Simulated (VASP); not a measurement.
Set up this calculation in VASP 6.6.1, as the native input.

| Property | Result |
| --- | --- |
| Task | relaxation of cell and atoms |
| Functional | PBE |
| Potentials or basis | VASP PAW PBE potentials, release 64 (Mo_sv) |
| Cutoff | 520 eV |
| k mesh | 6 × 6 × 6 |
| Occupations | gaussian, width 0.1 eV |
| Spin | no spin polarisation |
| Target pressure | 22 GPa |
| Further INCAR settings | ALGO = Fast; EDIFF = 1e-07; IBRION = 2; EDIFFG = -0.002; NSW = 80; ISIF = 3 |
| Target pressure | 22 GPa |

The structure of Mo lies in POSCAR:

```
Mo
1.0
   -1.5734150000      1.5734150000      1.5734150000
    1.5734150000     -1.5734150000      1.5734150000
    1.5734150000      1.5734150000     -1.5734150000
Mo
1
Direct
    0.0000000000      0.0000000000      0.0000000000
```

These files were run (other wordings do the same):

INCAR

```
SYSTEM = Mo
  PREC = Accurate
  ENCUT = 520
  EDIFF = 1E-7
  ISMEAR = 0
  SIGMA = 0.1
  LREAL = .FALSE.
  LASPH = .TRUE.
  NELM = 100
  ALGO = Fast
  ISIF = 3
  LWAVE = .FALSE.
  LCHARG = .FALSE.
  GGA = PE
  IBRION = 2
  NSW = 80
  EDIFFG = -0.002
  PSTRESS = 220.0
```

KPOINTS

```
regular mesh
0
G
  6 6 6
  0 0 0
```

Potentials or basis: VASP PAW PBE potentials, release 64 (Mo_sv).

Command:

```console
$ cat potpaw_PBE.64/Mo_sv/POTCAR > POTCAR
$ mpirun -np 1 vasp_std > vasp.out
```

It gave:

- Relaxed volume: 14.71 Å³/atom
- Relaxed cell: a = 2.673 Å, b = 2.673 Å, c = 2.673 Å, α = 109.47°, β = 109.47°, γ = 109.47°
- Space group after relaxing (to 0.05 Å): Im-3m (No. 229)
- Energy change on relaxing (the enthalpy is what falls): +67.5 meV/atom
- Ionic steps: 5
- Pressure after relaxing: 22.0 GPa
- Band gap on the k mesh: none (metal or under the smearing width)

Caveat: the k mesh is coarse (spacing up to 0.47 Å⁻¹), so the values aren't converged; the cell is relaxed towards a set pressure, so the enthalpy falls and the energy may rise.

It took 9.8 s on 1 thread of Intel(R) Xeon(R) 6975P-C (Granite Rapids), on a shared host, peak memory 0.12 GiB.
